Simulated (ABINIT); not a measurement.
# W: band structure with HCTH407

W:

```
W
1.0
    -1.58234    1.58234    1.58234
     1.58234   -1.58234    1.58234
     1.58234    1.58234   -1.58234
W
1
Cartesian
  0.0000 0.0000 0.0000
```

```
Program                                         : ABINIT 10.8.3 (patched build)
Task                                            : band structure
Functional                                      : HCTH407
Potentials or basis                             : JTH PAW PBE v2.0
Cutoff                                          : 435 eV
k mesh                                          : 12 × 12 × 12
Occupations                                     : fermi-dirac, width 0.05 eV
Spin                                            : no spin polarisation
Fine-grid cutoff                                : 870.764 eV
Exchange and correlation inside the PAW spheres : full angular mesh (pawxcdev 0, this build's default; the released program takes 1)
```

| Quantity | Value |
| --- | --- |
| Pressure | -8.3 GPa |
| Band gap on the k mesh | none (metal or under the smearing width) |
| Valence electrons inside the program's atomic spheres | W 11.72 (radii [1.2763] Å) |

Levels at the corners of the path, in eV from the Fermi level:
```
point  band 4  band 5  band 6  band 7  band 8  band 9  band 10  band 11
    Γ  -38.33   -9.63   -1.04   -1.04   -1.04    2.21     2.21    14.85
    H  -39.17   -5.84   -5.84    5.10    5.10    5.10     8.39     8.39
    N  -38.34   -6.18   -3.37    0.40    2.23    3.18     6.04    11.07
    Γ  -38.33   -9.63   -1.04   -1.04   -1.04    2.21     2.21    14.85
    P  -38.94   -2.94   -2.94   -2.94    3.35    3.35     7.14    11.89
    H  -39.17   -5.84   -5.84    5.10    5.10    5.10     8.39     8.39
```

It took 15 s on 1 thread of Arm Neoverse V1 (shared host), peak memory 0.11 GiB.

Caveat: the PAW data sets were made with another functional, which shifts forces and pressure a little; spin-orbit coupling is left out, which moves the levels of the heavy elements.
